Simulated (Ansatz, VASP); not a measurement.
This is a calculation of Ag for Ansatz 0.2.0.

Contents of input.yaml:

```yaml
crystal:
  lattice:
    - [2.8862, 0.0, 0.0]
    - [-1.4431, 2.4995225204, 0.0]
    - [0.0, 0.0, 10.0]
  atoms:
    - { symbol: Ag, position: [0.0, 0.0, 0.5] }
    - { symbol: Ag, position: [0.0, 0.0, 0.0] }
    - { symbol: Ag, position: [0.6666666667, 0.3333333333, 0.75] }
    - { symbol: Ag, position: [0.3333333333, 0.6666666667, 0.25] }
hamiltonian:
  xc: pbesol
  pseudopotentials: { kind: paw }
kpoints:
  mp_grid: { grid: [11, 11, 3] }
scf:
  occupations: { method: fermi_dirac, width: 0.05 }
output:
  forces: true
  stress: true
  eigenvalues: true
```

Potentials or basis: Ansatz PAW.

Launch:

```bash
$ ansatz run input.yaml --threads 1 --pin off --max-ram 3584MiB --backend cpu --events-out ev --progress --plain --runs-dir out
```

Set up the same calculation for VASP 6.6.1. Potentials there: VASP PAW PBE potentials, release 64 (Ag).

As run (the cutoff follows the program's own potentials):

The input INCAR:

```
PREC = Accurate
ENCUT = 520
EDIFF = 1E-7
ISMEAR = -1
SIGMA = 0.05
LREAL = F
LASPH = T
NELM = 100
ALGO = Normal
ISIF = 2
LWAVE = F
LCHARG = F
GGA = PS
NBANDS = 30
```

The input KPOINTS:

```
Automatic mesh
0
Gamma
  11 11 3
```

POSCAR

```
Ag
1.0
    2.8862000000      0.0000000000      0.0000000000
   -1.4431000000      2.4995225204      0.0000000000
    0.0000000000      0.0000000000     10.0000000000
Ag
4
Direct
    0.0000000000      0.0000000000      0.5000000000
    0.0000000000      0.0000000000      0.0000000000
    0.6666666667      0.3333333333      0.7500000000
    0.3333333333      0.6666666667      0.2500000000
```

Potentials or basis: VASP PAW PBE potentials, release 64 (Ag).

Command:

```bash
$ cat potpaw_PBE.64/Ag/POTCAR > POTCAR
$ mpirun -np 1 vasp_std > vasp.out
```

Both were run:

|  | VASP | Ansatz | Ansatz less VASP |
| --- | --- | --- | --- |
| gap on the k mesh at the Fermi level (eV) | none | none | - |
| pressure (GPa) | -7.3 | -7.1 | +0.13 |
| largest component of the traceless stress (GPa) | 2.20 | 2.22 | +0.022 |

A gap of «none» marks a metal or a gap that the smearing closes. The two sets of potentials don't hold the same shells in valence.

Caveats: the PAW data sets were made with another functional, which shifts forces and pressure a little (VASP); the PAW data sets come from PBE, with cores solved anew for the run's functional, which leaves a small shift of forces and pressure (Ansatz).
